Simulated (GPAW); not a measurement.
**Si2Ni in GPAW: the effect of strain uniaxial z**

The system is Si2Ni.

```
Ni Si
1.0
     0.00000    2.70300    2.54082
     2.70300    0.00000    2.54082
     2.70300    2.70300    0.00000
Ni Si
1 2
Direct
  0.00000 0.00000 0.00000
  0.75000 0.75000 0.75000
  0.25000 0.25000 0.25000
```

Alike in all runs:

| Property | Result |
| --- | --- |
| Program | GPAW 26.7.0 |
| Task | single point |
| Functional | PBE |
| Potentials or basis | GPAW PAW data sets (gpaw-data 1.2.1) |
| Cutoff | 600 eV |
| Basis | pw |
| k mesh | 9 × 9 × 9 |
| Occupations | fermi-dirac, width 0.05 eV |
| Spin | collinear spin, ferromagnetic start |
| Starting moments | [1.0, 0.0, 0.0] μB |
| Maxiter | 150 |

| strain uniaxial z | pressure (GPa) |
| --- | --- |
| -0.06 | 16.3 |
| -0.04 | 12.1 |
| -0.02 | 8.4 |
| -0.01 | 6.7 |
| 0 | 5.0 |
| 0.01 | ? |
| 0.02 | 1.9 |
| 0.04 | -1.1 |
| 0.06 | -3.7 |

Q: What does the run with strain uniaxial z 0.01 give?

A: Pressure 3.4 GPa.

Worked out: A parabola through the other rows of the pressure, of slope -159 GPa per unit of strain uniaxial z there, gives 3.4 GPa, against the run's 3.4.

Caveats: the density grid can change from cell to cell, which puts small steps into energies and stress; the stock nickel data set gives pressures a few GPa off other programs.
